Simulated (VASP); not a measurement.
# Li (Fd-3m) in VASP: electric field gradients with r2SCAN

Aim: the electric field gradients of Li with r2SCAN.

Everything below comes from runs of VASP 6.6.1. Logs are shortened: lines on timing, memory, paths and dates and some standing lists are left out, and cuts for length are marked.

### 1 The undisturbed crystal

It takes space group Fd-3m (No. 227, cubic). The conventional cell has a = 5.867 Å, b = 5.867 Å, c = 5.867 Å, α = 90.00°, β = 90.00°, γ = 90.00°. Around Li (site symmetry -43m) lie 4 Li at 2.54 Å.

This isn't the form of Li at room conditions, which is bcc.

### 2 Electric field gradients, r2SCAN (shortest bond scaled by 0.94)

Input file POSCAR:

```
Li
1.0
    0.0000000000      2.9332963867      2.9332963867
    2.9332963867      0.0000000000      2.9332963867
    2.9332963867      2.9332963867      0.0000000000
Li
2
Direct
   -0.1475000000     -0.1175000000     -0.1175000000
    0.1475000000      0.1175000000      0.1175000000
```

Input file INCAR.step1:

```
  PREC = Accurate
  ENCUT = 520
  ISMEAR = -1
  SIGMA = 0.05
  LREAL = F
  LASPH = T
  NELM = 100
  NBANDS = 10
  GGA = PE
  ALGO = Normal
  EDIFF = 1E-4
  LWAVE = T
  LCHARG = F
```

Input file INCAR.step2:

```
  PREC = Accurate
  ENCUT = 520
  EDIFF = 1E-8
  ISMEAR = -1
  SIGMA = 0.05
  LREAL = F
  LASPH = T
  NELM = 100
  ALGO = Normal
  ISIF = 2
  LWAVE = F
  LCHARG = F
  METAGGA = R2SCAN
  LMIXTAU = T
  LEFG = T
  NBANDS = 10
  ISTART = 1
```

Input file KPOINTS:

```
regular mesh
0
Gamma
  9 9 9
```

Potentials or basis: VASP PAW PBE potentials, release 64 (Li_sv).

The run is started by

```sh
> cat potpaw_PBE.64/Li_sv/POTCAR > POTCAR
> cp INCAR.step1 INCAR
> mpirun -np 1 vasp_std > vasp.out
> cp INCAR.step2 INCAR
> mpirun -np 1 vasp_std > vasp.out
```

OUTCAR:

```text
PREC = Accurate
   ENCUT = 520
   EDIFF = 1E-8
   ISMEAR = -1
   LREAL = F
   LASPH = T
   NELM = 100
   ISIF = 2
   METAGGA = R2SCAN
   ISTART = 1

 ion  position               nearest neighbor table
   1  0.852  0.883  0.883-   2 2.39   2 2.60   2 2.60   2 2.60
   2  0.148  0.117  0.117-   1 2.39   1 2.60   1 2.60   1 2.60

  LATTYP: Found a face centered cubic cell.
 ALAT       =     5.8665927734

  Lattice vectors:

 A1 = (   0.0000000000,   2.9332963867,   2.9332963867)
 A2 = (   2.9332963867,   0.0000000000,   2.9332963867)
 A3 = (   2.9332963867,   2.9332963867,   0.0000000000)

Analysis of symmetry for initial positions (statically):
=====================================================================
 Subroutine PRICEL returns:
 Original cell was already a primitive cell.

 Routine SETGRP: Setting up the symmetry group for a
 face centered cubic supercell.

 Subroutine GETGRP returns: Found 12 space group operations
 (whereof  4 operations were pure point group operations)
 out of a pool of 48 trial point group operations.

The static configuration has the point symmetry C_2h.
 The point group associated with its full space group is D_3d.

Analysis of symmetry for dynamics (positions and initial velocities):
=====================================================================
 Subroutine PRICEL returns:
 Original cell was already a primitive cell.

 Routine SETGRP: Setting up the symmetry group for a
 face centered cubic supercell.

 Subroutine GETGRP returns: Found 12 space group operations
 (whereof  4 operations were pure point group operations)
 out of a pool of 48 trial point group operations.

The dynamic configuration has the point symmetry C_2h.
 The point group associated with its full space group is D_3d.

 Subroutine INISYM returns: Found 12 space group operations
 (whereof  4 operations are pure point group operations),
 and found     1 'primitive' translations

----------------------------------------------------------------------------------------

                                     Primitive cell

  volume of cell :      50.4775

  direct lattice vectors                    reciprocal lattice vectors
     0.000000000  2.933296387  2.933296387    -0.170456692  0.170456692  0.170456692
     2.933296387  0.000000000  2.933296387     0.170456692 -0.170456692  0.170456692
     2.933296387  2.933296387  0.000000000     0.170456692  0.170456692 -0.170456692

  length of vectors
     4.148307533  4.148307533  4.148307533     0.295239652  0.295239652  0.295239652

  position of ions in fractional coordinates (direct lattice)
     0.852500000  0.882500000  0.882500000
     0.147500000  0.117500000  0.117500000

  ion indices of the primitive-cell ions
   primitive index   ion index
                 1           1
                 2           2

----------------------------------------------------------------------------------------

 KPOINTS: regular mesh

Automatic generation of k-mesh.
 Grid dimensions read from file:
 generate k-points for:    9    9    9

 Generating k-lattice:

  Cartesian coordinates                     Fractional coordinates (reciprocal lattice)
    -0.018939632  0.018939632  0.018939632     0.111111111  0.000000000  0.000000000
     0.018939632 -0.018939632  0.018939632     0.000000000  0.111111111  0.000000000
     0.018939632  0.018939632 -0.018939632     0.000000000  0.000000000  0.111111111

  Length of vectors
     0.032804406  0.032804406  0.032804406

  Shift w.r.t. Gamma in fractional coordinates (k-lattice)
     0.000000000  0.000000000  0.000000000

 Subroutine IBZKPT returns following result:
 ===========================================

 Found     85 irreducible k-points:

 Following reciprocal coordinates:
            Coordinates               Weight
  0.000000  0.000000  0.000000      1.000000
  0.111111  0.000000  0.000000      2.000000
  0.000000  0.111111  0.000000      6.000000
  0.222222  0.000000  0.000000      2.000000
  0.000000  0.222222  0.000000      6.000000
  0.333333  0.000000  0.000000      2.000000
[... 16 lines left out ...]
 -0.333333  0.111111  0.000000      6.000000
  0.000000 -0.333333  0.111111     12.000000
 [... further k-points ...]
   k-points           NKPTS =     85   k-points in BZ     NKDIM =     85   number of bands    NBANDS=     10
   number of dos      NEDOS =    301   number of ions     NIONS =      2
   total plane-waves  NPLWV =  32768
   dimension x,y,z NGX =    32 NGY =   32 NGZ =   32
   dimension x,y,z NGXF=    64 NGYF=   64 NGZF=   64
   ions per type =               2
   NGX,Y,Z   is equivalent  to a cutoff of  12.82, 12.82, 12.82 a.u.
   NGXF,Y,Z  is equivalent  to a cutoff of  25.65, 25.65, 25.65 a.u.
 SYSTEM =  unknown system
   PREC   = accura    normal or accurate (medium, high low for compatibility)
   ISTART =      1    job   : 0-new  1-cont  2-samecut
   ICHARG =      0    charge: 1-file 2-atom 10-const
   ISPIN  =      1    spin polarized calculation?
   LNONCOLLINEAR =      F non collinear calculations
   LSORBIT =      F    spin-orbit coupling
   LASPH  =      T    aspherical Exc in radial PAW
   ENCUT  =  520.0 eV  38.22 Ry    6.18 a.u.   7.71  7.71  7.71*2*pi/ulx,y,z
   NELM   =    100;   NELMIN=  2; NELMDL=  0     # of ELM steps
   EDIFF  = 0.1E-07   stopping-criterion for ELM
   LREAL  =      F    real-space projection
   EDIFFG = 0.1E-06   stopping-criterion for IOM
   NSW    =      0    number of steps for IOM
   IBRION =     -1    ionic relax: 0-MD 1-quasi-New 2-CG
   NFREE  =      0    steps in history (QN), initial steepest desc. (CG)
   ISIF   =      2    stress and relaxation
   ISYM   =      2    0-nonsym 1-usesym 2-fastsym
   POTIM  = 0.5000    time-step for ionic-motion
   TEBEG  =    0.0;   TEEND  =   0.0 temperature during run
   PSTRESS=    0.0 pullay stress
   NELECT =       6.0000    total number of electrons
   NUPDOWN=      -1.0000    fix difference up-down
   EMIN   =  10.00;   EMAX   =-10.00  energy-range for DOS
   EFERMI =   0.00;   METHOD = LEGACY
   ISMEAR =    -1;   SIGMA  =   0.05  broadening in eV -4-tet -1-fermi 0-gaus
   EFERMI_NEDOS =   21; number of points for ismear=-14 and -15
   IALGO  =     38    algorithm
   IMIX   =      4    mixing-type and parameters
     AMIX     =   0.40;   BMIX     =  1.00
     AMIX_MAG =   1.60;   BMIX_MAG =  1.00
  volume/ion in A,a.u.               =      25.24       170.32
  Fermi-wavevector in a.u.,A,eV,Ry     =   0.804932  1.521101  8.815430  0.647916
  Thomas-Fermi vector in A             =   1.913082
   LORBIT       =      0    0 simple, 1 ext, 2 COOP (PROOUT), +10 PAW based schemes
   METAGGA = R2SCAN    functional components
   LHFCALC =     F    Hartree Fock is set to
   AEXX    =    0.0000 exact exchange contribution
   IVDW    =     0    specifies the selected vdW correction
   LEPSILON=     F    determine dielectric tensor
   LRPA    =     F    only Hartree local field effects (RPA)
 non-spin polarized calculation
  energy-cutoff  :      520.00
  volume of cell :       50.48
 maximum number of plane-waves:      1372
   NGX = 15   NGY = 15   NGZ = 15

 number of electron       5.9999991 magnetization

 Free energy of the ion-electron system (eV)
  ---------------------------------------------------
  ext. energy  EPLUGINS =         0.00000000
  ---------------------------------------------------
  free energy    TOTEN  =        -3.69998956 eV

  energy without entropy =       -3.69540297  energy(sigma->0) =       -3.69769626

 E-fermi :   0.3609     XC(G=0):  -6.8867

 val. band max:        0.3584422573   @ k =  -0.4444   0.4444   0.0000
 cond. band min:       0.3739674431   @ k =   0.0000   0.4444   0.0000
 fundamental gap:      0.0155251857
 Fermi energy:         0.3608888144

 k-point     1 :       0.0000    0.0000    0.0000
  band No.  band energies     occupation
      1     -49.2483      2.00000
      2     -49.1650      2.00000
      3      -3.3764      2.00000
      4       6.1860      0.00000
      5       6.7955      0.00000
      6       6.7963      0.00000
      7       7.4855      0.00000
      8       7.4860      0.00000
      9       7.9418      0.00000
     10      12.7014      0.00000
[... 287 lines left out ...]
 k-point    24 :       0.0000   -0.3333    0.1111
  band No.  band energies     occupation
      1     -49.2341      2.00000
      2     -49.1787      2.00000
      3      -1.7774      2.00000
      4       1.3279      0.00000
      5       4.1816      0.00000
      6       5.1120      0.00000
      7       7.8721      0.00000
      8       8.5770      0.00000
      9      10.7802      0.00000
     10      11.1147      0.00000

 [... further k-points ...]
[... 5 lines left out ...]
  --------------------------------------------------------------------------------------
  -------------------------------------------------------------------------------------
  Total       -0.0221533     -0.0221533     -0.0221533     -0.3816875      0.3816875     -0.3816875
  in kB       -0.7031554     -0.7031554     -0.7031554    -12.1149244     12.1149244    -12.1149244
  external PRESSURE =      -0.7031554 kB  Pullay stress =       0.0000000 kB

 VOLUME and BASIS-vectors are now :
 -----------------------------------------------------------------------------
  energy-cutoff  :      520.00
  volume of cell :       50.48
      direct lattice vectors                 reciprocal lattice vectors
     0.000000000  2.933296387  2.933296387    -0.170456692  0.170456692  0.170456692
     2.933296387  0.000000000  2.933296387     0.170456692 -0.170456692  0.170456692
     2.933296387  2.933296387  0.000000000     0.170456692  0.170456692 -0.170456692

 POSITION                                       TOTAL-FORCE (eV/Angst)
 -----------------------------------------------------------------------------------
      5.17727      5.08927      5.08927        -0.116904      0.116904      0.116904
      0.68932      0.77732      0.77732         0.116904     -0.116904     -0.116904
 -----------------------------------------------------------------------------------
    total drift:                               -0.000000     -0.000000      0.000000

  FREE ENERGIE OF THE ION-ELECTRON SYSTEM (eV)
  ---------------------------------------------------
  free  energy   TOTEN  =        -3.6999895572 eV

  energy  without entropy=       -3.6954029659  energy(sigma->0) =       -3.69769626

 Electric field gradients (V/A^2)
---------------------------------------------------------------------
 ion       V_xx      V_yy      V_zz      V_xy      V_xz      V_yz
---------------------------------------------------------------------
   1       0.000    -0.000    -0.000    -0.300    -0.300     0.307
   2       0.000    -0.000    -0.000    -0.300    -0.300     0.307
---------------------------------------------------------------------

 Electric field gradients after diagonalization (V/A^2)
 (convention: |V_zz| > |V_xx| > |V_yy|)
----------------------------------------------------------------------
 ion       V_xx      V_yy      V_zz     asymmetry (V_yy - V_xx)/ V_zz
----------------------------------------------------------------------
   1      -0.307    -0.297     0.604       0.016
   2      -0.307    -0.297     0.604       0.016
----------------------------------------------------------------------

           NMR quadrupolar parameters

 Cq : quadrupolar parameter    Cq=e*Q*V_zz/h
 eta: asymmetry parameters     (V_yy - V_xx)/ V_zz
 Q  : nuclear electric quadrupole moment in mb (millibarn)
----------------------------------------------------------------------
 ion       Cq(MHz)       eta       Q (mb)
----------------------------------------------------------------------
   1       0.001       0.016       1.000
   2       0.001       0.016       1.000
----------------------------------------------------------------------
```

Run time: 5.1 min. Hardware: 1 thread of Intel Xeon Platinum 8375C at 2.90GHz (Ice Lake), shared host; peak memory 0.18 GiB.

Results:

* Free energy: -3.7000 eV
* Largest force: 0.202 eV/Å
* Band gap on the k mesh: none (metal or under the smearing width)

Forces on the atoms (eV/Å):
```
Li  -0.117  0.117  0.117
Li   0.117 -0.117 -0.117
```

Electric field gradients, principal values (V/Å²):
| atom | Vxx | Vyy | Vzz |
| --- | --- | --- | --- |
| 1 Li | -0.297 | -0.307 | 0.604 |
| 2 Li | -0.297 | -0.307 | 0.604 |

Caveat: the cutoff is under 1.25 times the usual one of these potentials, so pressure, stress and relaxed cells hold a basis-set (Pulay) error; the PAW data sets were made with another functional, which shifts forces and pressure a little.
